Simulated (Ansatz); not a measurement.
All numbers below come from DFT PBE, scalar-relativistic, plane waves, PAW in Ansatz 0.2.0. Settings: cutoff 420 eV, Γ-centred meshes spaced at most about 0.3 Å⁻¹ (2π included), Gaussian smearing. No spin polarisation in the final relaxations.

All energies are static (0 K, no zero-point motion).

Two forms of MgS were relaxed alike.

A.

Space group P4_12_12 (No. 92). a = 6.968 Å, b = 6.968 Å, c = 3.693 Å, α = 90.00°, β = 90.00°, γ = 90.00°
```tsv
atom	site	symmetry	x	y	z
Mg	4a	..2	0.6641	0.6641	0.5000
S	4a	..2	0.8317	0.8317	0.0000
```

B.

Space group Pm-3n (No. 223). a = 6.985 Å, b = 6.985 Å, c = 6.985 Å, α = 90.00°, β = 90.00°, γ = 90.00°
```
atom  site  symmetry       x       y       z
  Mg    6d     -4m.2  0.5000  0.0000  0.7500
   S    6c     -4m.2  0.0000  0.5000  0.7500
```

Question: Which would you expect to be lower, and how large is the difference?

Answer: B is lower, by 51 meV/atom. A has space group P4_12_12 (No. 92), 22.4 Å³/atom and a gap of 2.85 eV on its mesh; B has space group Pm-3n (No. 223), 28.4 Å³/atom and a gap of 3.05 eV. The lower one is the more open, so pressure narrows the difference. In A, around Mg lie 4 S at 2.48–2.49 Å; around S lie 4 Mg at 2.48–2.49 Å. In B, Mg is surrounded by 4 S at 2.47 Å; S is surrounded by 4 Mg at 2.47 Å. Both come from invented guesses. The part of the Crystallography Open Database at hand lists MgS in space group No. 225, which no cell shown has.

Kohn–Sham gaps at this level usually fall short of measured ones. Cells relaxed within their symmetry can be saddle points.
